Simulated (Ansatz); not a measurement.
Crystal: CoO.

```
CELL_PARAMETERS angstrom
-1.50800 1.50800 2.10725
1.50800 -1.50800 2.10725
1.50800 1.50800 -2.10725
ATOMIC_POSITIONS crystal
Co 0.00000 0.00000 0.00000
O 0.50000 0.50000 0.00000
```

| Property | Result |
| --- | --- |
| Program | Ansatz 0.2.0 |
| Task | relaxation of cell and atoms |
| Functional | PBE |
| Potentials or basis | Ansatz PAW |
| Cutoff | 420 eV (not typed: the program's choice for these potentials) |
| k mesh | 12 × 12 × 12 |
| Occupations | fermi-dirac, width 0.05 eV |
| Spin | collinear spin, ferromagnetic start |
| Starting moments | [2.0, 0.0] μB |
| Hubbard terms | Co d U = 2 eV |

At the start: volume 9.58 Å³/atom.

Task: How do energy, volume and symmetry change on relaxing?

Result: It ends after 20 steps and the volume is 10.02 Å³/atom (+4.5 %); space group R-3m (No. 166, to 0.05 Å); moment 3.00 μB per cell.

Step by step:
```csv
step,energy change (eV),largest force (eV/Å),volume (Å³)
1,0.0000,0.0000,19.17
2,-0.0210,0.0000,19.52
3,-0.0441,0.0000,19.92
4,-0.0467,0.0000,19.97
5,-0.0469,0.0000,19.98
6,-0.0551,0.0000,19.98
7,-0.0554,0.0000,20.08
8,-0.0553,0.0000,20.09
9,-0.0559,0.0000,20.09
10,-0.0559,0.0000,20.10
11,-0.0559,0.0000,20.10
12,-0.1734,0.0000,20.10
13,-0.1816,0.0000,20.09
14,-0.1977,0.0000,19.88
15,-0.1978,0.0000,20.05
16,-0.1980,0.0000,20.03
17,-0.1991,0.0000,20.03
18,-0.1992,0.0000,20.04
19,-0.1992,0.0000,20.04
20,-0.1992,0.0000,20.04
```

Final structure:
```
Co O
1.0
    -1.53111    1.50214    2.14575
     1.53111   -1.53210    2.16719
     1.53111    1.53210   -2.16719
Co O
1 1
Direct
  0.00000 0.00000 0.00000
  0.50000 0.50000 0.00000
```

Caveat: the magnetic or orbital state may not be the lowest; the plane-wave basis is chosen anew once the cell has moved, so the energies of steps on either side of that aren't comparable; the pressure holds a Pulay correction of +0.7 GPa for the finite cutoff; a cell with one magnetic atom can't hold antiferromagnetic order, which such compounds often take.
